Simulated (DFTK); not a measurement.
# Na (Im-3m) in DFTK: settings compared, part 2 of 2

DFTK 0.8.2. The steps go on from the part before.

### 11 Single point, AM05, 41.61 Å³/atom (volume scaled by 1.06)

File run.jl:

```julia
using DFTK
using PseudoPotentialData
using Unitful, UnitfulAtomic
using LinearAlgebra, Printf
include("save.jl")
disable_threading()

# lattice vectors are the columns
lattice = austrip(1u"Å") * [        -2.141          2.141          2.141;
                    2.141         -2.141          2.141;
                    2.141          2.141         -2.141]
symbols   = [:Na]
positions = [[0.0, 0.0, 0.0]]
pseudopotentials = Dict(:Na => "Na.upf")
elements = Dict(s => ElementPsp(s, pseudopotentials; rcut=10.0) for s in unique(symbols))
atoms    = [elements[s] for s in symbols]

build_model(lattice, positions; symmetries=true) =
    model_DFT(lattice, atoms, positions;
              functionals=[:gga_x_am05, :gga_c_am05],
              temperature=austrip(0.05u"eV"),
              smearing=Smearing.FermiDirac(),
              symmetries)
Ecut  = 35.0  # hartree
kgrid = [7, 7, 7]
tol   = 1e-6
to_GPa = ustrip(uconvert(u"GPa", 1u"hartree/bohr^3"))

results["points"] = []
for scale in [0.94, 0.96, 0.98, 1.0, 1.02, 1.04, 1.06]
    println("\n=== scale = ", scale)
    model = build_model(cbrt(scale) * lattice, positions)
    basis = PlaneWaveBasis(model; Ecut, kgrid)
    t0 = time()
    scfres = self_consistent_field(basis;
                                   tol,
                                   nbandsalg=AdaptiveBands(model; n_bands_converge=9))
    seconds = time() - t0
    @printf "SCF: %d iterations, %.1f s\n" scfres.n_iter seconds
    forces = compute_forces_cart(scfres)
    stress = compute_stresses_cart(scfres)
    @printf "V = %.5f Å^3  F = %.8f Ha  max force = %.5f eV/Å  p = %.4f GPa\n" ustrip(auconvert(u"Å^3", model.unit_cell_volume)) scfres.energies.total ustrip(auconvert(u"eV/Å", maximum(norm, forces))) (-tr(stress) / 3 * to_GPa)
    push!(results["points"], save_scf!(scfres; forces, stress, d=Dict{String,Any}("seconds" => seconds, "n_matvec" => get(scfres, :n_matvec, 0))))
end

# third-order Birch-Murnaghan fit in x = V^(-2/3)
V = [0.94, 0.96, 0.98, 1.0, 1.02, 1.04, 1.06] * abs(det(lattice))
E = [p["total"] for p in results["points"]]
x = V .^ (-2 / 3)
c = [x .^ 0 x x .^ 2 x .^ 3] \ E
Δ = c[3]^2 - 3c[2] * c[4]
if Δ > 0
    x0 = (-c[3] + sqrt(Δ)) / 3c[4]
    B0 = 4 / 9 * x0^(7 / 2) * (2c[3] + 6c[4] * x0)
    @printf "V0 = %.4f Å^3  B0 = %.2f GPa\n" ustrip(auconvert(u"Å^3", x0^(-3 / 2))) B0 * to_GPa
end
```

The run is started by

```console
> julia --threads=1 run.jl  # one pass of the loop, scale = 1.06; save.jl only writes the numbers to a file and isn't shown; printed stress counts tension as positive; times include loading and compiling
```

It took 18 s on 1 thread of Intel Xeon 6975P-C (Granite Rapids), shared host.

It converged, with:

* Free energy: -1155.6629 eV
* Band gap on the k mesh: none (metal or under the smearing width)

Caveat: the cutoff is short for these potentials, so energies and forces aren't converged, fitted volumes are rough and the log's stress (off by 3 to 10 GPa or more in trials) isn't used; the potentials were made for another functional, which shifts forces and pressure.

### 12 Equation of state, RPBE

Edit run.jl of step 11 so:

```diff
@@ -4,2 +4,3 @@
 using LinearAlgebra, Printf
+using AtomsBase
 include("save.jl")
@@ -7,10 +8,12 @@
 
-# lattice vectors are the columns
-lattice = austrip(1u"Å") * [        -2.141          2.141          2.141;
-                    2.141         -2.141          2.141;
-                    2.141          2.141         -2.141]
-symbols   = [:Na]
-positions = [[0.0, 0.0, 0.0]]
-pseudopotentials = Dict(:Na => "Na.upf")
-elements = Dict(s => ElementPsp(s, pseudopotentials; rcut=10.0) for s in unique(symbols))
+cell = [[-2.141, 2.141, 2.141],
+        [2.141, -2.141, 2.141],
+        [2.141, 2.141, -2.141]]u"Å"
+system = periodic_system([:Na => [0.0, 0.0, 0.0]],
+                         cell; fractional=true)
+lattice   = austrip.(hcat(cell_vectors(system)...))
+symbols   = atomic_symbol(system, :) .|> Symbol
+positions = [lattice \ austrip.(position(system, i)) for i in 1:length(system)]
+pseudopotentials = PseudoFamily("dojo.nc.sr.pbe.v0_5.stringent.upf")
+elements = Dict(s => ElementPsp(s, pseudopotentials) for s in unique(symbols))
 atoms    = [elements[s] for s in symbols]
@@ -19,3 +22,3 @@
     model_DFT(lattice, atoms, positions;
-              functionals=[:gga_x_am05, :gga_c_am05],
+              functionals=[:gga_x_rpbe, :gga_c_pbe],
               temperature=austrip(0.05u"eV"),
@@ -23,4 +26,4 @@
               symmetries)
-Ecut  = 35.0  # hartree
-kgrid = [7, 7, 7]
+Ecut  = 44.0  # hartree
+kgrid = [6, 6, 6]
 tol   = 1e-6
```

Potentials or basis: dojo.nc.sr.pbe.v0_5.stringent.upf (PBE).

The run is started by

```console
> julia --threads=1 run.jl  # save.jl only writes the numbers to a file and isn't shown; printed stress counts tension as positive; times include loading and compiling
```

It took 3.4 min on 1 thread of Intel Xeon 6975P-C (Granite Rapids), shared host; peak memory 1.6 GiB.

The run converged. Its results:

```yaml
Equilibrium_volume: 40.10 Å³/atom
Bulk_modulus: 6.8 GPa
Pressure_derivative_of_the_bulk_modulus: 3.7
```

Energy against volume, from the lowest point:
| volume (Å³/atom) | energy (meV/atom) |
| --- | --- |
| 36.901 | 6.16 |
| 37.686 | 3.39 |
| 38.471 | 1.49 |
| 39.256 | 0.38 |
| 40.041 | 0.00 |
| 40.827 | 0.27 |
| 41.612 | 1.15 |

Caveat: the potentials were made for another functional, which shifts forces and pressure. RPBE and its kin give volumes clearly too large for solids.

### 13 For comparison

An earlier run on the cell as given: functional PBE; potentials or basis dojo.nc.sr.pbe.v0_4_1.standard.upf (PBE); cutoff 1197 eV; k mesh 9 × 9 × 9; occupations fermi-dirac, width 0.05 eV; no spin polarisation.

- Pressure: -0.4 GPa
- Band gap on the k mesh: none (metal or under the smearing width)

### 14 Summary

| task | level | potentials or basis | k mesh | cutoff (eV) | gap on the mesh (eV) |
| --- | --- | --- | --- | --- | --- |
| band structure | PBEsol | SPMS 1.0 (PBE) | 9 × 9 × 9 | 816 | none |
| equation of state | PBEsol | PseudoDojo 0.4 stringent (PBEsol) | 6 × 6 × 6 | 1197 | - |
| equation of state | AM05 | SG15 1.2 (PBE) | 7 × 7 × 7 | 952 | - |
| equation of state | RPBE | dojo.nc.sr.pbe.v0_5.stringent.upf (PBE) | 6 × 6 × 6 | 1197 | - |
| single point | PBE | dojo.nc.sr.pbe.v0_4_1.standard.upf (PBE) | 9 × 9 × 9 | 1197 | none |

Alike in all rows: no spin polarisation; cell as given; smearing fermi-dirac 0.05 eV.

Caveats: the potentials were made for another functional, which shifts forces and pressure (some runs); the minimum lies outside the volumes run (some runs).

Absolute energies hang on the potentials; compare differences alone.
